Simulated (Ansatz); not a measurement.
BN (NiAs type), DFT, PBE, all-electron LAPW, scalar-relativistic (Ansatz 0.2.0), on 1 thread of Arm Neoverse V2 (shared host).

Command: `ansatz run input.yaml --threads 1 --pin off --max-ram 3584MiB --backend cpu --events-out ev --progress --plain --runs-dir out`

```yaml
crystal:
  lattice:
    - [2.292523056, 0.0, 0.0]
    - [-1.146261528, 1.9853832052, 0.0]
    - [0.0, 0.0, 3.7198455343]
  atoms:
    - { symbol: B, position: [0.0, 0.0, 0.0] }
    - { symbol: B, position: [0.0, 0.0, 0.5] }
    - { symbol: "N", position: [0.3333333333, 0.6666666667, 0.25] }
    - { symbol: "N", position: [0.6666666667, 0.3333333333, 0.75] }
kpoints:
  mp_grid: { grid: [13, 13, 7] }
scf:
  occupations: { method: fermi_dirac, width: 0.05 }
hamiltonian:
  xc: pbe
  pseudopotentials: { kind: all_electron, lapw: { basis_error: 0.0005 } }
output:
  forces: true
  stress: true
  eigenvalues: true
  populations: true
```

How large is the problem that the program sets up?

84 irreducible k-points, 379 plane waves at Γ, 16 bands.

About how long does it take?

14 s of wall time for 7 SCF iterations. Times on shared machines scatter by tens of per cent.
